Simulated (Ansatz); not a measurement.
Property card for SnS$_{2}$

All numbers below come from Ansatz, DFT PBE+D3(BJ), scalar-relativistic, plane waves, PAW.

Plane waves to 420 eV, a k mesh through Γ of 9×9×6 on the computed 3-atom cell and Gaussian smearing (0.02 eV); no spin polarisation.

The structure is relaxed at this level of theory with its symmetry kept.

```
Sn S
1.0
     3.66863    0.00000    0.00000
    -1.83431    3.17712    0.00000
     0.00000    0.00000    5.80963
Sn S
1 2
Direct
  0.00000 0.00000 0.00000
  0.33333 0.66667 0.25447
  0.66667 0.33333 0.74553
```

```json
{
  "Space group": "P-3m1 (No. 164)",
  "Volume per atom": "22.57 Å³",
  "Kohn–Sham band gap": "1.23 eV, indirect from (-0.104, 0.052, 0.000) to (0.000, 0.451, 0.323)",
  "Löwdin character of the top 1 eV of the valence band": "S 3p 95 %",
  "Löwdin character of the lowest 1 eV of the conduction band": "S 3p 56 %, Sn 5s 35 %, unprojected 6 %",
  "Electron masses at the edge by Cartesian direction of the standard setting (m_e; degenerate bands sorted by energy; no spin-orbit coupling)": "x: 0.24; y: 0.74; z: 0.47",
  "Hole masses at the edge by Cartesian direction of the standard setting (m_e; degenerate bands sorted by energy; no spin-orbit coupling)": "x: 4.6; y: 2.1; z: 0.29",
  "Electronic dielectric constant xx, yy, zz of the standard setting (independent particles)": "9.3, 9.3, 9.0",
  "Bader charges (e)": "Sn (1 in the cell) 1.55, S (2 in the cell) -0.78"
}
```

An odd mesh misses points on the zone edge, so a gap read on it can be too wide.